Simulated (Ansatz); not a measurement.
Br: course of a relaxation

Computed with DFT PBE, scalar-relativistic, plane waves, PAW (Ansatz). (420 eV cutoff, 16×12×6 k-mesh, Gaussian smearing of 0.10 eV, no spin polarisation)

What was changed: uniaxial strain along c, with a, b and atoms relaxed: +1.0 %.

Input:

```yaml
crystal:
  lattice:
    - [2.610624758, 0.0, 0.0]
    - [0.0, 3.3937376792, 0.0]
    - [0.0, 0.0, 8.9654295839]
  atoms:
    - { symbol: Br, position: [0.0, 0.0, 0.0] }
    - { symbol: Br, position: [0.5, 0.5, 0.5] }
basis:
  ecutwfc: 420
kpoints:
  mp_grid: { grid: [16, 12, 6] }
hamiltonian:
  xc: pbe
scf:
  occupations: { method: gaussian, width: 0.1 }
output:
  forces: true
  stress: true
  eigenvalues: true
relax:
  adjacent_minimum: "off"
  f_tol: 0.008
  max_steps: 40
  cell: { stress_tol: 0.05, fix: [c, angles] }
```

F is the free energy. Steps run on the plane waves of an earlier cell, but the last one, and at times one on the way, on a freshly chosen basis, so a repeated geometry can differ a little in energy. The held parts of the cell keep their stress, so P needn't end at zero.

Steps:

```
step F − F(1) (eV) largest force component (eV/Å) V (Å³/atom) P (GPa)
   1         0.0000                           0.000       39.716     0.03
   2        -0.0040                           0.000       40.168     0.01
   3        -0.0125                           0.000       41.253     0.17
   4        -0.0193                           0.000       43.044    -0.11
   5        -0.0156                           0.000       44.245     0.54
   6        -0.0213                           0.000       43.825    -0.08
   7        -0.0215                           0.000       43.984     0.03
   8        -0.0215                           0.000       43.982    -0.01
   9        -0.0226                           0.000       43.982     0.02
  10        -0.0228                           0.000       44.364    -0.01
  11        -0.0228                           0.000       44.364    -0.01
```

Relaxed structure:

```
CELL_PARAMETERS angstrom
2.55145 0.00000 0.00000
0.00000 3.87883 0.00000
0.00000 0.00000 8.96543
ATOMIC_POSITIONS crystal
Br 0.00000 0.00000 0.00000
Br 0.50000 0.50000 0.50000
```

It takes space group Immm (No. 71, orthorhombic). The conventional cell has a = 2.551 Å, b = 3.879 Å, c = 8.965 Å, α = 90.00°, β = 90.00°, γ = 90.00°. Around Br (site symmetry mmm) lie 2 Br at 2.55 Å.

The run converged. The run took roughly 2.1 core-minutes.